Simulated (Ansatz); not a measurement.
# BaF2: what changed settings do

All trials start from this Ansatz input:

```yaml
crystal:
  lattice:
    - [0.0, 3.1128654085, 3.1128654085]
    - [3.1128654085, 0.0, 3.1128654085]
    - [3.1128654085, 3.1128654085, 0.0]
  atoms:
    - { symbol: Ba, position: [0.0, 0.0, 0.0] }
    - { symbol: F, position: [0.25, 0.25, 0.25] }
    - { symbol: F, position: [0.75, 0.75, 0.75] }
basis:
  ecutwfc: 420
kpoints:
  mp_grid: { grid: [4, 4, 4] }
hamiltonian:
  xc: pbe
scf:
  occupations: { method: gaussian, width: 0.1 }
output:
  forces: true
  stress: true
  eigenvalues: true
```

Command:

```bash
ansatz run input.yaml --threads 1 --pin off --max-ram 1331MiB --backend cpu --events-out ev --progress --plain --runs-dir out
```

The run converges in 7 SCF iterations on 8 irreducible k-points: pressure 0.55 GPa, gap on the sampled k-points 6.77 eV.

The inputs are trials, many of them unsound on purpose. Their numbers show the effect of the settings and aren't properties of the material. Each trial's input is given as a difference from the reference's; energies are extrapolated to zero smearing where there is one, and pressure is positive in compression. Charged cells sit in a uniform background, and their pressures hang on that convention.

Trial 1:

```diff
 basis:
-  ecutwfc: 420
+  ecutwfc: 150
 kpoints:
-  mp_grid: { grid: [4, 4, 4] }
+  mp_grid: { grid: [2, 3, 2], shift: [0.25, 0.25, 0.25] }
 scf:
-  occupations: { method: gaussian, width: 0.1 }
+  occupations: { method: methfessel_paxton, width: "0.005 Ry" }
+  lower_state_search: "off"
+  eigensolver: { mixed_precision: false }
+  max_iter: 76
+accuracy: medium
+magnetization:
+  spin_polarized: true
```

The run converges in 10 SCF iterations on 9 irreducible k-points: energy 22.85 eV per atom above the reference, pressure -1.94 GPa (unreliable at so low a cutoff), largest force 0.074 eV/Å (unreliable too), gap on the sampled k-points 6.57 eV, cell moment 0.00 μB. It warns that the cutoff lies under the recommended one, 420 eV for these potentials; that no starting moments were given; that the state wasn't tested for a lower one; that the mesh lowers the symmetry.

Trial 2:

```diff
 crystal:
   atoms:
-    - { symbol: F, position: [0.25, 0.25, 0.25] }
+    - { symbol: F, position: [0.25, 0.25, 0.25], spin: 1.0 }
 basis:
-  ecutwfc: 420
+  ecutwfc: 510
 hamiltonian:
+  dispersion: d4
 scf:
+  lower_state_search: "off"
 output:
+  populations: true
+magnetization:
+  spin_polarized: true
+accuracy: low
```

The run converges in 14 SCF iterations on 8 irreducible k-points: pressure -0.38 GPa, gap on the sampled k-points 6.77 eV, cell moment 0.00 μB. It warns that the starting moments were lost.

Trial 3:

```diff
+total_charge: -2
 hamiltonian:
-  xc: pbe
+  xc: rpbe
```

The run converges in 11 SCF iterations on 8 irreducible k-points: pressure -10.97 GPa (with the neutralising background of the charged cell).

Trial 4:

```diff
 hamiltonian:
-  xc: pbe
+  xc: rpbe
 scf:
-  occupations: { method: gaussian, width: 0.1 }
+  occupations: { method: tetrahedron_uncorrected }
```

The run converges in 7 SCF iterations on 8 irreducible k-points: pressure 3.32 GPa, gap on the sampled k-points 7.07 eV. It warns that the printed bands weren't solved further after the SCF.

Trial 5:

```diff
+total_charge: -0.5
-basis:
-  ecutwfc: 420
+basis: {}
 hamiltonian:
+  pseudopotentials: { kind: nc }
+magnetization:
+  spin_polarized: true
+  initial_magnetization: 4.0
```

The run converges in 13 SCF iterations on 8 irreducible k-points: at 1320 eV, the cutoff that these potentials take when none is typed, pressure -3.48 GPa (with the neutralising background of the charged cell), no gap, cell moment 0.47 μB.

Trial 6:

```diff
 crystal:
   atoms:
-    - { symbol: Ba, position: [0.0, 0.0, 0.0] }
+    - { symbol: Ba, position: [0.0, 0.0, 0.0], spin: 4.0 }
 basis:
-  ecutwfc: 420
+  ecutwfc: "44 Ry"
+  ecutrho_ratio: 5
 kpoints:
-  mp_grid: { grid: [4, 4, 4] }
+  mp_grid: { grid: [1, 1, 3] }
 scf:
-  occupations: { method: gaussian, width: 0.1 }
+  occupations: { method: tetrahedron_uncorrected }
+  lower_state_search: "off"
 output:
+  populations: true
+magnetization:
+  spin_polarized: true
+  magnetic_field: 100
```

The run converges in 12 SCF iterations on 2 irreducible k-points: pressure -4.21 GPa, largest force 0.604 eV/Å, gap on the sampled k-points 7.02 eV, cell moment 0.00 μB (in the typed magnetic field). It warns that the printed bands weren't solved further after the SCF; that the starting moments were lost; that the mesh lowers the symmetry.

Trial 7:

```diff
 hamiltonian:
-  xc: pbe
+  xc: revpbe
+  hubbard: { sites: [{ species: F, l: p, u_eff: 8.9 }] }
 scf:
-  occupations: { method: gaussian, width: 0.1 }
+  occupations: { method: fermi_dirac, width: 0.29 }
```

The run converges in 7 SCF iterations on 8 irreducible k-points: pressure 2.74 GPa, gap on the sampled k-points 10.52 eV. Under a U the state reached may not be the lowest.

Trial 8:

```diff
 kpoints:
-  mp_grid: { grid: [4, 4, 4] }
+  mp_grid: { grid: [1, 1, 4] }
```

The run converges in 6 SCF iterations on 3 irreducible k-points: energy 210 meV per atom below the reference, pressure -4.24 GPa, largest force 0.605 eV/Å, gap on the sampled k-points 7.03 eV. It warns that the mesh lowers the symmetry.